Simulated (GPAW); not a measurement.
AlN: single point with LDA

AlN:

```
Al N
1.0
     3.15397    0.00000    0.00000
    -1.57698    2.73141    0.00000
     0.00000    0.00000    5.04655
Al N
2 2
Direct
  0.66667 0.33333 0.50000
  0.33333 0.66667 0.00000
  0.66667 0.33333 0.88000
  0.33333 0.66667 0.38000
```

The cell isn't the ideal one: volume scaled by 1.04.

* Program: GPAW 26.7.0
* Task: single point
* Functional: LDA
* Potentials or basis: PAW data sets generated in the run's folder for this functional
* Cutoff: 650 eV
* Basis: pw
* k mesh: 8 × 8 × 4
* Occupations: fermi-dirac, width 0.05 eV
* Spin: no spin polarisation

The pressure is -14.6 GPa. The largest force is 0.092 eV/Å and the band gap on the k mesh is 3.92 eV, direct.

Forces on the atoms (eV/Å):
```
Al   0.000  0.000 -0.092
Al   0.000  0.000 -0.092
N    0.000  0.000  0.091
N    0.000  0.000  0.091
```

Stress tensor (GPa, compression positive):
```
-15.22   0.00   0.00
  0.00 -15.22   0.00
  0.00   0.00 -13.36
```

Levels at points of the mesh, in eV from the valence-band top:
```tsv
k point	band 6	band 7	band 8	band 9	band 10	band 11
(0.00, 0.00, 0.00)	-0.17	-0.17	0.00	3.92	6.23	10.20
(0.00, 0.00, 0.50)	-0.51	-0.51	-0.51	6.10	6.10	9.87
(0.50, 0.50, 0.00)	-2.02	-1.74	-0.65	5.55	5.62	7.79
(0.50, 0.50, 0.50)	-1.41	-1.33	-1.33	5.09	5.09	8.88
```

Run time: 15 s on 1 thread of Arm Neoverse V2, on a shared host, peak memory 0.16 GiB.

Caveat: the cutoff is short for stress and forces, so pressures can be off by a GPa or more.
